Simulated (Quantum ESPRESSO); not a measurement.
Ni: band structure with LDA

Ni:

```
Ni
1.0
     0.00000    1.73757    1.73757
     1.73757    0.00000    1.73757
     1.73757    1.73757    0.00000
Ni
1
Cartesian
  0.0000 0.0000 0.0000
```

```
Program                     : Quantum ESPRESSO 7.5
Task                        : band structure
Functional                  : LDA
Potentials or basis         : PseudoDojo 0.4.1 SR LDA standard
Cutoff                      : 1333 eV
Density cutoff              : 5333 eV
k mesh                      : 13 × 13 × 13
Occupations                 : fermi-dirac, width 0.05 eV
Spin                        : collinear spin, ferromagnetic start
Starting moments            : [1.0] μB
Form of the LDA correlation : PW92
Mixing beta                 : 0.3
Most SCF iterations         : 120
SCF threshold               : 2e-10 Ry
```

* Pressure: -10.2 GPa
* Band gap on the k mesh: none (metal or under the smearing width)
* Net moment: 0.62 μB per cell
* Absolute moment: 0.68 μB per cell
* Site moments: Ni +0.65 μB
* Valence electrons inside the program's atomic spheres: Ni 16.68

Levels at the corners of the path, in eV from the Fermi level:
Spin up:
| point | band 7 | band 8 | band 9 | band 10 | band 11 | band 12 |
| --- | --- | --- | --- | --- | --- | --- |
| Γ | -2.52 | -2.52 | -1.28 | -1.28 | 23.94 | 28.00 |
| X | -0.52 | -0.40 | -0.40 | 2.38 | 9.52 | 15.01 |
| W | -3.21 | -1.36 | -0.40 | 7.89 | 7.89 | 10.23 |
| K | -2.19 | -1.11 | -0.68 | 5.83 | 7.44 | 10.22 |
| Γ | -2.52 | -2.52 | -1.28 | -1.28 | 23.94 | 28.00 |
| L | -2.52 | -0.56 | -0.56 | -0.41 | 5.89 | 22.46 |
| U | -2.19 | -1.11 | -0.68 | 5.83 | 7.44 | 10.22 |
| W | -3.21 | -1.36 | -0.40 | 7.89 | 7.89 | 10.23 |
| L | -2.52 | -0.56 | -0.56 | -0.41 | 5.89 | 22.46 |
| K | -2.19 | -1.11 | -0.68 | 5.83 | 7.44 | 10.22 |
| U | -2.19 | -1.11 | -0.68 | 5.83 | 7.44 | 10.22 |
| X | -0.52 | -0.40 | -0.40 | 2.38 | 9.52 | 15.01 |
Spin down:
| point | band 5 | band 6 | band 7 | band 8 | band 9 | band 10 | band 11 | band 12 | band 13 |
| --- | --- | --- | --- | --- | --- | --- | --- | --- | --- |
| Γ | -9.31 | -1.84 | -1.84 | -1.84 | -0.65 | -0.65 | 23.91 | 28.04 | 28.04 |
| X | -4.51 | -3.84 | 0.14 | 0.37 | 0.37 | 2.42 | 9.81 | 15.07 | 15.07 |
| W | -3.54 | -2.65 | -2.65 | -0.76 | 0.37 | 8.11 | 8.11 | 10.46 | 11.50 |
| K | -3.73 | -3.39 | -1.62 | -0.49 | 0.09 | 6.07 | 7.67 | 10.45 | 17.51 |
| Γ | -9.31 | -1.84 | -1.84 | -1.84 | -0.65 | -0.65 | 23.91 | 28.04 | 28.04 |
| L | -4.67 | -1.90 | -1.90 | -0.39 | 0.16 | 0.16 | 6.30 | 22.43 | 25.18 |
| U | -3.73 | -3.39 | -1.62 | -0.49 | 0.09 | 6.07 | 7.67 | 10.45 | 17.51 |
| W | -3.54 | -2.65 | -2.65 | -0.76 | 0.37 | 8.11 | 8.11 | 10.46 | 11.50 |
| L | -4.67 | -1.90 | -1.90 | -0.39 | 0.16 | 0.16 | 6.30 | 22.43 | 25.18 |
| K | -3.73 | -3.39 | -1.62 | -0.49 | 0.09 | 6.07 | 7.67 | 10.45 | 17.51 |
| U | -3.73 | -3.39 | -1.62 | -0.49 | 0.09 | 6.07 | 7.67 | 10.45 | 17.51 |
| X | -4.51 | -3.84 | 0.14 | 0.37 | 0.37 | 2.42 | 9.81 | 15.07 | 15.07 |

Wall time 120 s on 1 thread of Arm Neoverse N1 (shared host), peak memory 0.09 GiB.
